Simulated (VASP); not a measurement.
# BaF2 (Frankdicksonite) (Fm-3m) in VASP: a series of runs

One crystal, BaF2 (Frankdicksonite), is run at these levels: LDA; tasks: relaxation of cell and atoms.

Program: VASP 6.6.1. These are calculated values, not measurements. Logs are shortened: lines on timing, memory, paths and dates and some standing lists are left out, and cuts for length are marked.

### 1 The crystal as given

Symmetry: Fm-3m, No. 225, cubic system. The conventional cell has a = 6.085 Å, b = 6.085 Å, c = 6.085 Å, α = 90.00°, β = 90.00°, γ = 90.00°. Ba (site symmetry m-3m) has 8 F at 2.64 Å as nearest neighbours. F (site symmetry -43m) has 4 Ba at 2.64 Å as nearest neighbours.

### 2 Relaxation of cell and atoms, LDA

File INCAR:

```
  PREC = Accurate
  ENCUT = 600
  EDIFF = 1E-7
  ISMEAR = 0
  SIGMA = 0.03
  LREAL = False
  LASPH = True
  NELM = 80
  ALGO = Normal
  ISIF = 3
  LWAVE = False
  LCHARG = False
  IBRION = 2
  NSW = 90
  EDIFFG = -0.005
```

File KPOINTS:

```
regular mesh
0
Gamma
  8 8 8
```

File POSCAR:

```
BaF2                                    
1.0
    0.0000000000      3.0427078163      3.0427078163
    3.0427078163     -0.0000000000      3.0427078163
    3.0427078163      3.0427078163      0.0000000000
  Ba              F             
     1     2
Direct
     0.0000000000000000    0.0000000000000000    0.0000000000000000
     0.2500000000000000    0.2500000000000000    0.2500000000000000
     0.7500000000000000    0.7500000000000000    0.7500000000000000
```

Potentials or basis: VASP PAW LDA potentials, release 64 (Ba_sv, F).

Launch:

```sh
cat potpaw_LDA.64/Ba_sv/POTCAR potpaw_LDA.64/F/POTCAR > POTCAR
mpirun -np 1 vasp_std > vasp.out
```

OUTCAR:

```text
PREC = Accurate
   ENCUT = 600
   EDIFF = 1E-7
   ISMEAR = 0
   LREAL = False
   LASPH = True
   NELM = 80
   ISIF = 3
   IBRION = 2
   NSW = 90
   EDIFFG = -0.005

 ion  position               nearest neighbor table
   1  0.000  0.000  0.000-   3 2.64   3 2.64   3 2.64   2 2.64   3 2.64   2 2.64   2 2.64   2 2.64

   2  0.250  0.250  0.250-   1 2.64   1 2.64   1 2.64   1 2.64
   3  0.750  0.750  0.750-   1 2.64   1 2.64   1 2.64   1 2.64

  LATTYP: Found a face centered cubic cell.
 ALAT       =     6.0854156326

  Lattice vectors:

 A1 = (   0.0000000000,   3.0427078163,   3.0427078163)
 A2 = (   3.0427078163,   0.0000000000,   3.0427078163)
 A3 = (   3.0427078163,   3.0427078163,   0.0000000000)

Analysis of symmetry for initial positions (statically):
=====================================================================
 Subroutine PRICEL returns:
 Original cell was already a primitive cell.

 Routine SETGRP: Setting up the symmetry group for a
 face centered cubic supercell.

 Subroutine GETGRP returns: Found 48 space group operations
 (whereof 48 operations were pure point group operations)
 out of a pool of 48 trial point group operations.

The static configuration has the point symmetry O_h .

Analysis of symmetry for dynamics (positions and initial velocities):
=====================================================================
 Subroutine PRICEL returns:
 Original cell was already a primitive cell.

 Routine SETGRP: Setting up the symmetry group for a
 face centered cubic supercell.

 Subroutine GETGRP returns: Found 48 space group operations
 (whereof 48 operations were pure point group operations)
 out of a pool of 48 trial point group operations.

The dynamic configuration has the point symmetry O_h .

 Subroutine INISYM returns: Found 48 space group operations
 (whereof 48 operations are pure point group operations),
 and found     1 'primitive' translations

----------------------------------------------------------------------------------------

                                     Primitive cell

  volume of cell :      56.3392

  direct lattice vectors                    reciprocal lattice vectors
     0.000000000  3.042707816  3.042707816    -0.164327313  0.164327313  0.164327313
     3.042707816  0.000000000  3.042707816     0.164327313 -0.164327313  0.164327313
     3.042707816  3.042707816  0.000000000     0.164327313  0.164327313 -0.164327313

  length of vectors
     4.303038660  4.303038660  4.303038660     0.284623255  0.284623255  0.284623255

  position of ions in fractional coordinates (direct lattice)
     0.000000000  0.000000000  0.000000000
     0.250000000  0.250000000  0.250000000
     0.750000000  0.750000000  0.750000000

  ion indices of the primitive-cell ions
   primitive index   ion index
                 1           1
                 2           2
                 3           3

----------------------------------------------------------------------------------------

 KPOINTS: regular mesh

Automatic generation of k-mesh.
 Grid dimensions read from file:
 generate k-points for:    8    8    8

 Generating k-lattice:

  Cartesian coordinates                     Fractional coordinates (reciprocal lattice)
    -0.020540914  0.020540914  0.020540914     0.125000000  0.000000000  0.000000000
     0.020540914 -0.020540914  0.020540914     0.000000000  0.125000000  0.000000000
     0.020540914  0.020540914 -0.020540914     0.000000000  0.000000000  0.125000000

  Length of vectors
     0.035577907  0.035577907  0.035577907

  Shift w.r.t. Gamma in fractional coordinates (k-lattice)
     0.000000000  0.000000000  0.000000000

 Subroutine IBZKPT returns following result:
 ===========================================

 Found     29 irreducible k-points:

 Following reciprocal coordinates:
            Coordinates               Weight
  0.000000  0.000000  0.000000      1.000000
  0.125000  0.000000  0.000000      8.000000
  0.250000  0.000000  0.000000      8.000000
  0.375000  0.000000  0.000000      8.000000
  0.500000  0.000000  0.000000      4.000000
  0.125000  0.125000  0.000000      6.000000
[... 16 lines left out ...]
  0.500000  0.250000  0.125000     48.000000
 -0.375000  0.250000  0.125000     24.000000
 [... further k-points ...]
   k-points           NKPTS =     29   k-points in BZ     NKDIM =     29   number of bands    NBANDS=     16
   number of dos      NEDOS =    301   number of ions     NIONS =      3
   total plane-waves  NPLWV =  46656
   dimension x,y,z NGX =    36 NGY =   36 NGZ =   36
   dimension x,y,z NGXF=    72 NGYF=   72 NGZF=   72
   ions per type =               1   2
   NGX,Y,Z   is equivalent  to a cutoff of  13.91, 13.91, 13.91 a.u.
   NGXF,Y,Z  is equivalent  to a cutoff of  27.82, 27.82, 27.82 a.u.
 SYSTEM =  unknown system
   PREC   = accura    normal or accurate (medium, high low for compatibility)
   ISTART =      0    job   : 0-new  1-cont  2-samecut
   ICHARG =      2    charge: 1-file 2-atom 10-const
   ISPIN  =      1    spin polarized calculation?
   LNONCOLLINEAR =      F non collinear calculations
   LSORBIT =      F    spin-orbit coupling
   LASPH  =      T    aspherical Exc in radial PAW
   ENCUT  =  600.0 eV  44.10 Ry    6.64 a.u.   8.59  8.59  8.59*2*pi/ulx,y,z
   NELM   =     80;   NELMIN=  2; NELMDL= -5     # of ELM steps
   EDIFF  = 0.1E-06   stopping-criterion for ELM
   LREAL  =      F    real-space projection
   EDIFFG = -.5E-02   stopping-criterion for IOM
   NSW    =     90    number of steps for IOM
   IBRION =      2    ionic relax: 0-MD 1-quasi-New 2-CG
   NFREE  =      1    steps in history (QN), initial steepest desc. (CG)
   ISIF   =      3    stress and relaxation
   ISYM   =      2    0-nonsym 1-usesym 2-fastsym
   POTIM  = 0.5000    time-step for ionic-motion
   TEBEG  =    0.0;   TEEND  =   0.0 temperature during run
   PSTRESS=    0.0 pullay stress
   NELECT =      24.0000    total number of electrons
   NUPDOWN=      -1.0000    fix difference up-down
   EMIN   =  10.00;   EMAX   =-10.00  energy-range for DOS
   EFERMI =   0.00;   METHOD = LEGACY
   ISMEAR =     0;   SIGMA  =   0.03  broadening in eV -4-tet -1-fermi 0-gaus
   EFERMI_NEDOS =   21; number of points for ismear=-14 and -15
   IALGO  =     38    algorithm
   IMIX   =      4    mixing-type and parameters
     AMIX     =   0.40;   BMIX     =  1.00
     AMIX_MAG =   1.60;   BMIX_MAG =  1.00
  volume/ion in A,a.u.               =      18.78       126.73
  Fermi-wavevector in a.u.,A,eV,Ry     =   1.231804  2.327772 20.644684  1.517341
  Thomas-Fermi vector in A             =   2.366599
   LORBIT       =      0    0 simple, 1 ext, 2 COOP (PROOUT), +10 PAW based schemes
   GGA     = CA    functional components
   LHFCALC =     F    Hartree Fock is set to
   AEXX    =    0.0000 exact exchange contribution
   IVDW    =     0    specifies the selected vdW correction
   LEPSILON=     F    determine dielectric tensor
   LRPA    =     F    only Hartree local field effects (RPA)
 conjugate gradient relaxation of ions
 non-spin polarized calculation
 Gauss-broadening in eV      SIGMA  =   0.03
  energy-cutoff  :      600.00
  volume of cell :       56.34
 maximum number of plane-waves:      1895
 NGX is ok and might be reduce to    36
   NGX = 17   NGY = 17   NGZ = 17

--------------------------------------- Ionic step        1  -------------------------------------------

 number of electron      23.9999989 magnetization

 Free energy of the ion-electron system (eV)
  ---------------------------------------------------
  ext. energy  EPLUGINS =         0.00000000
  ---------------------------------------------------
  free energy    TOTEN  =       -18.62971180 eV

  energy without entropy =      -18.62971180  energy(sigma->0) =      -18.62971180

------------------------ aborting loop because EDIFF is reached ----------------------------------------

  FORCE on cell =-STRESS in cart. coord.  units (eV):
  Direction    XX          YY          ZZ          XY          YZ          ZX
  --------------------------------------------------------------------------------------
  -------------------------------------------------------------------------------------
  Total        0.0210542      0.0210542      0.0210542      0.0000000     -0.0000000      0.0000000
  in kB        0.5987406      0.5987406      0.5987406      0.0000000     -0.0000000      0.0000000
  external PRESSURE =       0.5987406 kB  Pullay stress =       0.0000000 kB

 VOLUME and BASIS-vectors are now :
 -----------------------------------------------------------------------------
  energy-cutoff  :      600.00
  volume of cell :       56.34
      direct lattice vectors                 reciprocal lattice vectors
     0.000000000  3.042707816  3.042707816    -0.164327313  0.164327313  0.164327313
     3.042707816  0.000000000  3.042707816     0.164327313 -0.164327313  0.164327313
     3.042707816  3.042707816  0.000000000     0.164327313  0.164327313 -0.164327313

 POSITION                                       TOTAL-FORCE (eV/Angst)
 -----------------------------------------------------------------------------------
      0.00000      0.00000      0.00000        -0.000000      0.000000     -0.000000
      1.52135      1.52135      1.52135        -0.000000     -0.000000     -0.000000
      4.56406      4.56406      4.56406         0.000000      0.000000      0.000000
 -----------------------------------------------------------------------------------
    total drift:                                0.000000      0.000000      0.000000

  FREE ENERGIE OF THE ION-ELECTRON SYSTEM (eV)
  ---------------------------------------------------
  free  energy   TOTEN  =       -18.6297117959 eV

  energy  without entropy=      -18.6297117959  energy(sigma->0) =      -18.62971180

--------------------------------------- Ionic step        2  -------------------------------------------

 number of electron      23.9999989 magnetization

 Free energy of the ion-electron system (eV)
  ---------------------------------------------------
  ext. energy  EPLUGINS =         0.00000000
  ---------------------------------------------------
  free energy    TOTEN  =       -18.62971874 eV

  energy without entropy =      -18.62971874  energy(sigma->0) =      -18.62971874

 E-fermi :  -2.0032     XC(G=0):  -9.5885

 val. band max:       -2.2173831087   @ k =  -0.2500   0.2500   0.0000
 cond. band min:       4.3894512945   @ k =   0.0000   0.0000   0.0000
 fundamental gap:      6.6068344032
 Fermi energy:        -2.0031884076

 k-point     1 :       0.0000    0.0000    0.0000
  band No.  band energies     occupation
      1     -25.0314      2.00000
      2     -20.8187      2.00000
      3     -20.7011      2.00000
      4      -9.8074      2.00000
      5      -9.8074      2.00000
      6      -9.8074      2.00000
[... 8 lines left out ...]
     15       7.0379      0.00000
     16       9.5345      0.00000

 k-point     2 :       0.1250    0.0000    0.0000
  band No.  band energies     occupation
      1     -24.9918      2.00000
      2     -20.8379      2.00000
      3     -20.7529      2.00000
      4      -9.8455      2.00000
      5      -9.8406      2.00000
      6      -9.8406      2.00000
[... 8 lines left out ...]
     15       7.0273      0.00000
     16       9.3326      0.00000

 k-point     3 :       0.2500    0.0000    0.0000
  band No.  band energies     occupation
      1     -24.8915      2.00000
      2     -20.9247      2.00000
      3     -20.8425      2.00000
      4      -9.9248      2.00000
      5      -9.9177      2.00000
      6      -9.9177      2.00000
[... 8 lines left out ...]
     15       7.0183      0.00000
     16       8.8493      0.00000
[... 362 lines left out ...]
 k-point    23 :       0.5000    0.2500    0.1250
  band No.  band energies     occupation
      1     -24.7229      2.00000
      2     -21.0722      2.00000
      3     -20.9809      2.00000
      4     -10.1587      2.00000
      5     -10.0564      2.00000
      6      -9.8805      2.00000
[... 8 lines left out ...]
     15       7.5690      0.00000
     16       8.1430      0.00000

 k-point    24 :      -0.3750    0.2500    0.1250
  band No.  band energies     occupation
      1     -24.6837      2.00000
      2     -21.1174      2.00000
      3     -21.0006      2.00000
      4     -10.1930      2.00000
      5      -9.9867      2.00000
      6      -9.9836      2.00000
[... 8 lines left out ...]
     15       7.4900      0.00000
     16       8.2482      0.00000

 [... further k-points ...]
[... 5 lines left out ...]
  --------------------------------------------------------------------------------------
  -------------------------------------------------------------------------------------
  Total       -0.0031936     -0.0031936     -0.0031936     -0.0000000      0.0000000     -0.0000000
  in kB       -0.0907281     -0.0907281     -0.0907281     -0.0000000      0.0000000     -0.0000000
  external PRESSURE =      -0.0907281 kB  Pullay stress =       0.0000000 kB

 VOLUME and BASIS-vectors are now :
 -----------------------------------------------------------------------------
  energy-cutoff  :      600.00
  volume of cell :       56.40
      direct lattice vectors                 reciprocal lattice vectors
     0.000000000  3.043737987  3.043737987    -0.164271696  0.164271696  0.164271696
     3.043737987  0.000000000  3.043737987     0.164271696 -0.164271696  0.164271696
     3.043737987  3.043737987  0.000000000     0.164271696  0.164271696 -0.164271696

 POSITION                                       TOTAL-FORCE (eV/Angst)
 -----------------------------------------------------------------------------------
      3.04374      0.00000      3.04374        -0.000000      0.000000     -0.000000
      1.52187      1.52187      1.52187        -0.000000     -0.000000     -0.000000
      4.56561      4.56561      4.56561         0.000000      0.000000      0.000000
 -----------------------------------------------------------------------------------
    total drift:                                0.000000      0.000000      0.000000

  FREE ENERGIE OF THE ION-ELECTRON SYSTEM (eV)
  ---------------------------------------------------
  free  energy   TOTEN  =       -18.6297187430 eV

  energy  without entropy=      -18.6297187430  energy(sigma->0) =      -18.62971874

 reached required accuracy - stopping structural energy minimisation
```

Run time: 36 s. Hardware: 1 thread of Intel Xeon Platinum 8488C (Sapphire Rapids), shared host; peak memory 0.18 GiB.

What came out:

```
Free energy                            : -18.6297 eV
Relaxed volume                         : 18.80 Å³/atom
Relaxed cell                           : a = 4.304 Å, b = 4.304 Å, c = 4.304 Å, α = 60.00°, β = 60.00°, γ = 60.00°
Space group after relaxing (to 0.05 Å) : Fm-3m (No. 225)
Energy gained by relaxing              : 0.0 meV/atom
Ionic steps                            : 2
Pressure after relaxing                : 0.0 GPa
Band gap on the k mesh                 : 6.61 eV, indirect (least direct gap 6.73 eV)
```

Final structure:
```cif
data_structure
_symmetry_space_group_name_H-M 'P 1'
_symmetry_Int_Tables_number 1
_cell_length_a 4.3045
_cell_length_b 4.3045
_cell_length_c 4.3045
_cell_angle_alpha 60.000
_cell_angle_beta 60.000
_cell_angle_gamma 60.000
_cell_volume 56.40
loop_
_atom_site_label
_atom_site_type_symbol
_atom_site_fract_x
_atom_site_fract_y
_atom_site_fract_z
_atom_site_occupancy
Ba1 Ba 0.00000 0.00000 0.00000 1
F1 F 0.25000 0.25000 0.25000 1
F2 F 0.75000 0.75000 0.75000 1
```

Levels at points of the mesh, in eV from the valence-band top:
| k point | band 9 | band 10 | band 11 | band 12 | band 13 | band 14 | band 15 | band 16 |
| --- | --- | --- | --- | --- | --- | --- | --- | --- |
| (0.00, 0.00, 0.00) | -1.74 | -0.13 | -0.13 | -0.13 | 6.61 | 9.26 | 9.26 | 11.75 |
| (0.50, 0.00, 0.00) | -0.78 | -0.37 | -0.18 | -0.18 | 9.26 | 9.26 | 9.27 | 9.56 |
| (0.50, 0.50, 0.00) | -0.46 | -0.30 | -0.30 | -0.21 | 7.07 | 9.15 | 10.97 | 12.37 |

Caveat: spin-orbit coupling is left out, which moves the levels of the heavy elements. As with any semilocal functional, this LDA gap is likely too small.

(Part 1 of 2 ends here.)
